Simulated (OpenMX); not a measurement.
Runs of OpenMX 3.8.5 on BN. The typed cell holds 2 atoms: a = 2.508 Å, b = 2.508 Å, c = 3.274 Å, α = 101.11°, β = 101.11°, γ = 119.81°. The cell comes from a database or a generator and needn't be the stable form of this composition.

```csv
cell,gap on the mesh (eV),pressure (GPa),largest force (eV/Å)
"P1, 8.25 Å³/atom",3.04,7.1,2.86
"P1, 8.58 Å³/atom",3.05,-3.2,(c)
"P1, 8.91 Å³/atom",3.04,-11.8,2.41
"P1, 7.92 Å³/atom",3.03,19.3,(a)
"P1, 7.59 Å³/atom",(b),33.9,3.43
"P1, 7.26 Å³/atom",2.99,51.5,3.76
```

Alike in all rows: task single point; level PBE; potentials or basis OpenMX 2013 PBE set, N6.0-s2p2d1, B7.0-s2p2d1, grid cutoff 400 Ry; no spin polarisation; k mesh 9 × 9 × 7; smearing fermi-dirac 0.05 eV.

Q: Estimate the missing entries.

A: (a) 3.13; (b) 3.01; (c) 2.62.

Caveats: an odd mesh through Γ misses points on the zone boundary, where band edges often lie; the basis of atomic orbitals isn't converged, which shifts pressures, moduli and gaps; forces of over 1 eV/Å show positions far from the minimum, so gaps and moduli don't describe the material at rest.
